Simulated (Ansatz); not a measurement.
NaCl, h-MgO type (r2SCAN geometry), in Ansatz:

```cif
data_structure
_symmetry_space_group_name_H-M 'P6_3/mmc'
_symmetry_Int_Tables_number 194
_cell_length_a 4.7211
_cell_length_b 4.7211
_cell_length_c 5.5698
_cell_angle_alpha 90.000
_cell_angle_beta 90.000
_cell_angle_gamma 120.000
_cell_volume 107.51
loop_
_atom_site_label
_atom_site_type_symbol
_atom_site_symmetry_multiplicity
_atom_site_Wyckoff_symbol
_atom_site_fract_x
_atom_site_fract_y
_atom_site_fract_z
_atom_site_occupancy
Na1 Na 2 c 0.33333 0.66667 0.25000 1
Cl1 Cl 2 d 0.66667 0.33333 0.25000 1
```

G0W0@r2SCAN with 404 empty bands, a screening cutoff of 140 eV and a 6×6×2 mesh (PAW, contour deformation) gives 8.051 eV over the mesh points, from an r2SCAN gap of 5.461 eV; it sums over 420 bands with 401 plane waves in the screening and a wave cutoff of 500 eV. No extrapolation in bands, cutoff or mesh was made for G0W0. Spin-unpolarised throughout. Whether this structure exists isn't addressed.

Problem. Estimate the gap with empty bands 174, screening cutoff 80 eV.

Solution. 7.854 eV (-0.197 eV), from a Kohn-Sham gap of 5.461 eV.

Problem. Estimate the gap with starting point HSE06.

Solution. 8.296 eV (+0.245 eV), from a Kohn-Sham gap of 6.134 eV.
